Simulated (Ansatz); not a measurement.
# Si: the cost of one run

Method: DFT PBE, scalar-relativistic, plane waves, PAW, in Ansatz 0.2.0.

3 further runs of the same task are left out: 3 set aside as unsound or not needed.

## Step 1: The structure to begin with

It takes space group Fd-3m (No. 227, cubic). Conventional cell: a = 5.470 Å, b = 5.470 Å, c = 5.470 Å, α = 90.00°, β = 90.00°, γ = 90.00°. Around Si (site symmetry -43m) lie 4 Si at 2.37 Å.

As a file:

```
CELL_PARAMETERS angstrom
0.00000 2.73505 2.73505
2.73505 0.00000 2.73505
2.73505 2.73505 0.00000
ATOMIC_POSITIONS crystal
Si 0.25000 0.25000 0.25000
Si 0.00000 0.00000 0.00000
```

It goes back to an entry of the Materials Project.

This cell was relaxed beforehand with the same method: volume 20.46 Å³/atom, gap on the mesh 0.65 eV.

The host's static dielectric tensor, from an earlier linear-response run, has a mean of 12.98.

## Step 2: Host supercell without the defect

Contents of input.yaml:

```yaml
crystal:
  lattice:
    - [-8.2051404881, 2.7350468294, -5.4700936587]
    - [8.2051404881, -2.7350468294, -5.4700936587]
    - [-2.7350468294, -8.2051404881, 5.4700936587]
  atoms:
    - { symbol: Si, position: [0.575, 0.775, 0.1] }
    - { symbol: Si, position: [0.425, 0.725, 0.4] }
    - { symbol: Si, position: [0.125, 0.625, 1.0] }
    - { symbol: Si, position: [0.275, 0.675, 0.7] }
    - { symbol: Si, position: [0.975, 0.575, 0.3] }
    - { symbol: Si, position: [0.825, 0.525, 0.6] }
    - { symbol: Si, position: [0.675, 0.475, 0.9] }
    - { symbol: Si, position: [0.525, 0.425, 0.2] }
    - { symbol: Si, position: [0.225, 0.325, 0.8] }
    - { symbol: Si, position: [0.375, 0.375, 0.5] }
    - { symbol: Si, position: [0.075, 0.275, 0.1] }
    - { symbol: Si, position: [0.925, 0.225, 0.4] }
    - { symbol: Si, position: [0.775, 0.175, 0.7] }
    - { symbol: Si, position: [0.625, 0.125, 0.0] }
    - { symbol: Si, position: [0.475, 0.075, 0.3] }
    - { symbol: Si, position: [0.175, 0.975, 0.9] }
    - { symbol: Si, position: [0.325, 0.025, 0.6] }
    - { symbol: Si, position: [0.025, 0.925, 0.2] }
    - { symbol: Si, position: [0.725, 0.825, 0.8] }
    - { symbol: Si, position: [0.875, 0.875, 0.5] }
    - { symbol: Si, position: [0.5, 0.5, 0.0] }
    - { symbol: Si, position: [0.35, 0.45, 0.3] }
    - { symbol: Si, position: [0.05, 0.35, 0.9] }
    - { symbol: Si, position: [0.2, 0.4, 0.6] }
    - { symbol: Si, position: [0.9, 0.3, 0.2] }
    - { symbol: Si, position: [0.75, 0.25, 0.5] }
    - { symbol: Si, position: [0.6, 0.2, 0.8] }
    - { symbol: Si, position: [0.45, 0.15, 0.1] }
    - { symbol: Si, position: [0.15, 0.05, 0.7] }
    - { symbol: Si, position: [0.3, 0.1, 0.4] }
    - { symbol: Si, position: [1.0, 1.0, 1.0] }
    - { symbol: Si, position: [0.85, 0.95, 0.3] }
    - { symbol: Si, position: [0.7, 0.9, 0.6] }
    - { symbol: Si, position: [0.55, 0.85, 0.9] }
    - { symbol: Si, position: [0.4, 0.8, 0.2] }
    - { symbol: Si, position: [0.1, 0.7, 0.8] }
    - { symbol: Si, position: [0.25, 0.75, 0.5] }
    - { symbol: Si, position: [0.95, 0.65, 0.1] }
    - { symbol: Si, position: [0.65, 0.55, 0.7] }
    - { symbol: Si, position: [0.8, 0.6, 0.4] }
basis:
  ecutwfc: 420
  xc_grid: 2
kpoints:
  mp_grid: { grid: [3, 3, 3], shift: [0.0, 0.0, 0.0] }
hamiltonian:
  xc: pbe
scf:
  occupations: { method: gaussian, width: 0.01 }
output:
  forces: true
  stress: true
  eigenvalues: true
```

Launch:

```sh
ansatz run input.yaml --threads 4 --pin off --max-ram 8192MiB --backend cpu --events-out ev --progress --plain --runs-dir out
```

What time and memory should one allow on 4 threads of Arm Neoverse V2, shared host?

About 7.4 s, with a peak of 2.6 GiB.
